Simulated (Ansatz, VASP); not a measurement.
## MgS in VASP and in Ansatz

File INCAR:

```
PREC = Accurate
ENCUT = 520
EDIFF = 1E-6
ISMEAR = 0
SIGMA = 0.02
LREAL = F
LASPH = T
NELM = 100
ALGO = Fast
ISIF = 2
LWAVE = F
LCHARG = F
NBANDS = 16
```

Contents of KPOINTS:

```
regular mesh
0
Gamma
  6 4 6
```

POSCAR

```
MgS
1.0
    3.8194131438      0.0000000000      0.0000000000
    0.0000000000      5.4014658538      0.0000000000
    0.0000000000      0.0000000000      4.1015299743
Mg S
2 2
Direct
    0.0000000000     -0.0080881402      0.0000000000
    0.5000000000      0.4919118598      0.5000000000
    0.5000000000      0.2580881402      0.0000000000
    0.0000000000      0.7580881402      0.5000000000
```

Input for Ansatz:

```yaml
crystal:
  lattice:
    - [3.8194131438, 0.0, 0.0]
    - [0.0, 5.4014658538, 0.0]
    - [0.0, 0.0, 4.1015299743]
  atoms:
    - { symbol: Mg, position: [0.0, -0.0080881402, 0.0] }
    - { symbol: S, position: [0.5, 0.2580881402, 0.0] }
    - { symbol: Mg, position: [0.5, 0.4919118598, 0.5] }
    - { symbol: S, position: [0.0, 0.7580881402, 0.5] }
basis:
  ecutwfc: 420
kpoints:
  mp_grid: { grid: [6, 4, 6] }
  band_path:
    path:
      - [[0.0, 0.0, 0.0], [0.0, 1.0, 0.0], [-0.25, 1.0, 0.0]]
      - [[-0.75, 0.0, 0.0], [0.0, 0.0, 0.0], [0.0, 0.0, 0.78829593]]
      - [[0.0, 1.0, 0.21170407], [0.0, 1.0, 0.0]]
      - [[0.0, 0.0, 0.0], [-0.5, 0.5, 0.0], [-0.5, 0.5, 0.5], [0.0, 0.5, 0.5], [0.0, 0.0, 0.0], [-0.5, 0.0, 0.5], [-0.5, 0.5, 0.5]]
    npoints: 10
hamiltonian:
  xc: lda
  pseudopotentials: { kind: paw, azcp: { folder: soft_1 } }
scf:
  occupations: { method: gaussian, width: 0.02 }
  n_extra_bands: 8
output:
  forces: true
  stress: true
  eigenvalues: true
```

Alike in both runs: task single point; functional LDA; k mesh 6 × 4 × 6; occupations gaussian, width 0.02 eV; no spin polarisation.

|  | VASP | Ansatz |
| --- | --- | --- |
| version | VASP 6.6.1 | Ansatz 0.2.0 |
| potentials or method | VASP PAW LDA potentials, release 64 (Mg, S) | scalar-relativistic, plane waves, PAW |
| plane-wave cutoff (eV) | 520 | 420 |
| valence electrons in the cell | 16 | 32 |

|  | VASP | Ansatz | Ansatz less VASP |
| --- | --- | --- | --- |
| gap on the k mesh at the Fermi level (eV) | 3.22 | 3.22 | +0.002 |
| least direct gap on the mesh (eV) | 3.22 | 3.22 | +0.002 |
| pressure (GPa) | 1.6 | 2.0 | +0.33 |
| largest component of the traceless stress (GPa) | 1.97 | 1.98 | +0.005 |

The two sets of potentials don't hold the same shells in valence. Ansatz warned: «pseudo_functional_mismatch».

A k mesh can miss the band edges. As with any semilocal functional, this LDA gap is likely too small.
